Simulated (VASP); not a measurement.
Wanted: the native input for a VASP 6.6.1 run.

- Task: relaxation of cell and atoms
- Functional: PBE
- Potentials or basis: VASP PAW PBE potentials, release 64 (Li_sv, Nb_sv, O)
- Cutoff: 600 eV
- k mesh: 6 × 6 × 6
- Occupations: gaussian, width 0.03 eV
- Spin: no spin polarisation
- Further INCAR settings: ALGO = Normal; EDIFF = 1e-07; IBRION = 2; EDIFFG = -0.005; NSW = 90; ISIF = 3

The structure of LiNbO3 lies in POSCAR:

```
LiNbO3                                  
1.0
    2.5922420616      1.4966316521      4.6635262883
   -2.5922420616      1.4966316521      4.6635262883
    0.0000000000     -2.9932633042      4.6635262883
  Li              Nb              O             
     2     2     6
Direct
     0.2815556781538187    0.2815556781538187    0.2815556781538187
     0.7815556781538187    0.7815556781538187    0.7815556781538187
     0.0002883065360141    0.0002883065360141    0.0002883065360141
     0.5002883065360141    0.5002883065360141    0.5002883065360141
     0.1105966146652040    0.3584005072077945    0.7209738934371682
     0.7209738934371682    0.1105966146652037    0.3584005072077948
     0.3584005072077945    0.7209738934371686    0.1105966146652037
     0.2209738934371685    0.8584005072077945    0.6105966146652035
     0.8584005072077944    0.6105966146652039    0.2209738934371682
     0.6105966146652037    0.2209738934371681    0.8584005072077947
```

The input as run:

INCAR

```
SYSTEM = LiNbO3
ALGO     = Normal         ! electronic algorithm
EDIFF    = 1E-7           ! SCF threshold, eV
EDIFFG   = -0.005         ! ionic threshold
ENCUT    = 600            ! plane-wave cutoff, eV
GGA      = PE             ! functional
IBRION   = 2              ! ionic algorithm
ISIF     = 3              ! what is computed and relaxed
ISMEAR   = 0              ! smearing method
KPAR     = 4            
LASPH    = .TRUE.         ! aspherical terms in the spheres
LCHARG   = .FALSE.        ! write CHGCAR
LREAL    = .FALSE.        ! projectors in reciprocal space
LWAVE    = .FALSE.        ! write WAVECAR
NELM     = 80             ! most SCF steps
NSW      = 90             ! ionic steps
PREC     = Accurate       ! precision mode
SIGMA    = 0.03           ! smearing width, eV
```

KPOINTS

```
k-points
0
G
  6 6 6
  0 0 0
```

Potentials or basis: VASP PAW PBE potentials, release 64 (Li_sv, Nb_sv, O).

Run with:

```console
$ cat potpaw_PBE.64/Li_sv/POTCAR potpaw_PBE.64/Nb_sv/POTCAR potpaw_PBE.64/O/POTCAR > POTCAR
$ mpirun -np 4 vasp_std > vasp.out
```

Results of the run:

* Relaxed volume: 10.85 Å³/atom
* Relaxed cell: a = 5.541 Å, b = 5.541 Å, c = 5.541 Å, α = 55.75°, β = 55.75°, γ = 55.75°
* Space group after relaxing (to 0.05 Å): R3c (No. 161)
* Energy gained by relaxing: 0.0 meV/atom
* Ionic steps: 6
* Pressure after relaxing: 0.0 GPa
* Largest force after relaxing: 0.004 eV/Å
* Band gap on the k mesh: 3.54 eV, indirect (least direct gap 3.56 eV)

Caveat: the cutoff is under 1.25 times the usual one of these potentials, so pressure, stress and relaxed cells hold a basis-set (Pulay) error.

It took 3.3 min on 4 MPI ranks on Intel(R) Xeon(R) Platinum 8259CL CPU @ 2.50GHz (Skylake/Cascade Lake) (shared host), peak memory 0.43 GiB a rank.
